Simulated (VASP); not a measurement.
Runs of VASP 6.6.1 on PtS2. Symmetry: P-3m1, No. 164, trigonal system. Conventional cell: a = 3.543 Å, b = 3.543 Å, c = 5.039 Å, α = 90.00°, β = 90.00°, γ = 120.00°. Pt (site symmetry -3m) has 6 S at 2.34 Å as nearest neighbours. Around S (site symmetry 3m) lie 3 Pt at 2.34 Å. 

| task | level | cell | k mesh | cutoff (eV) | grid for exact exchange (PRECFOCK) | exchange at q = 0 | gap on the mesh (eV) | pressure (GPa) | relaxed volume (Å³/atom) | largest force (eV/Å) |
| --- | --- | --- | --- | --- | --- | --- | --- | --- | --- | --- |
| relaxation of cell and atoms | vdW-DF | relaxed | 9 × 9 × 5 | 600 | - | - | 1.17 | -0.1 | 21.44 | - |
| relaxation of cell and atoms | rev-vdW-DF2 | relaxed | 9 × 9 × 5 | 600 | - | - | 0.38 | 0.0 | (b) | 0.02 |
| relaxation of cell and atoms | vdW-DF-cx | relaxed | 9 × 9 × 5 | 600 | - | - | 0.21 | 0.0 | 17.56 | 0.02 |
| relaxation of cell and atoms | vdW-DF2 | relaxed | 9 × 9 × 5 | 600 | - | - | 0.91 | 0.0 | 21.26 | - |
| band structure | PBE0 | as given | 5 × 5 × 3 | 520 | Fast | truncated | 2.53 | (a) | - | 0.86 |
| relaxation of cell and atoms | optB86b-vdW | relaxed | 9 × 9 × 5 | 600 | - | - | (d) | 0.0 | 18.25 | - |
| relaxation of cell and atoms | BEEF-vdW | relaxed | 9 × 9 × 5 | 600 | - | - | (c) | 0.0 | 21.57 | - |
| relaxation of cell and atoms | optPBE-vdW | relaxed | 9 × 9 × 5 | 600 | - | - | 0.92 | 0.0 | 19.69 | 0.02 |

Alike in all rows: potentials or basis VASP PAW PBE potentials, release 64 (Pt, S); no spin polarisation; smearing fermi-dirac 0.05 eV.

Q: Fill in the values left out.

A: (a) 6.4; (b) 18.14; (c) 1.35; (d) 0.45.

Caveats: the PAW data sets were made with another functional, which shifts forces and pressure a little; spin-orbit coupling is left out, which moves the levels of the heavy elements; an odd mesh through Γ misses points on the zone boundary, where band edges often lie (some runs); the volume moved by over 15 % at a fixed basis, so the end points are rough (some runs); the volume moved by +17 % from the deposited cell, more than functionals usually miss (some runs); the volume moved by +16 % from the deposited cell, more than functionals usually miss (some runs); the mesh misses the band edges, which the band path finds closer together (some runs).

A k mesh can miss the band edges, and the runs leave out spin-orbit coupling on Pt.

Runs at the PBE level aren't shown here.
